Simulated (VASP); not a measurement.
# InSe: relaxation of cell and atoms with PBEsol

InSe, a slab with vacuum:

```
Se In
1.0
     3.99871    0.00000    0.00000
    -1.99936    3.46299    0.00000
     0.00000    0.00000   23.35771
Se In
2 2
Direct
  0.00000 0.00000 0.38555
  0.00000 0.00000 0.61439
  0.66667 0.33333 0.44058
  0.66667 0.33333 0.55934
```

- Program: VASP 6.6.1
- Task: relaxation of cell and atoms
- Functional: PBEsol
- Potentials or basis: VASP PAW PBE potentials, release 64 (Se, In_d)
- Cutoff: 600 eV
- k mesh: 9 × 9 × 1
- Occupations: gaussian, width 0.03 eV
- Spin: no spin polarisation
- Further INCAR settings: ALGO = Normal; EDIFF = 1e-07; IBRION = 2; EDIFFG = -0.005; NSW = 90; ISIF = 3

* Relaxed volume: 80.80 Å³/atom
* Relaxed cell: a = 3.997 Å, b = 3.997 Å, c = 23.358 Å, α = 90.00°, β = 90.00°, γ = 120.00°
* Space group after relaxing (to 0.05 Å): P-6m2 (No. 187)
* Energy gained by relaxing: 0.0 meV/atom
* Ionic steps: 5
* Band gap on the k mesh: 1.64 eV, indirect (least direct gap 1.72 eV)

Forces on the atoms (eV/Å):
```
Se   0.000  0.000  0.000
Se   0.000  0.000 -0.001
In   0.000  0.000  0.002
In   0.000  0.000 -0.002
```

Final structure:
```yaml
crystal:
  lattice:
    - [3.99718, 0.00000, 0.00000]
    - [-1.99859, 3.46166, 0.00000]
    - [0.00000, 0.00000, 23.35771]
  atoms:
    - { symbol: Se, position: [0.00000, 0.00000, 0.38556] }
    - { symbol: Se, position: [0.00000, 0.00000, 0.61437] }
    - { symbol: In, position: [0.66667, 0.33333, 0.44059] }
    - { symbol: In, position: [0.66667, 0.33333, 0.55934] }
```

Levels at points of the mesh, in eV from the valence-band top:
```
           k point  band 17  band 18  band 19  band 20  band 21  band 22
(0.00, 0.00, 0.00)    -0.37    -0.37    -0.08     1.64     2.80     5.09
```

Wall time 3.8 min on 1 thread of AMD EPYC 9R45 96-Core Processor (Zen 5) (shared host), peak memory 0.52 GiB.

Caveat: the PAW data sets were made with another functional, which shifts forces and pressure a little; spin-orbit coupling is left out, which moves the levels of the heavy elements.
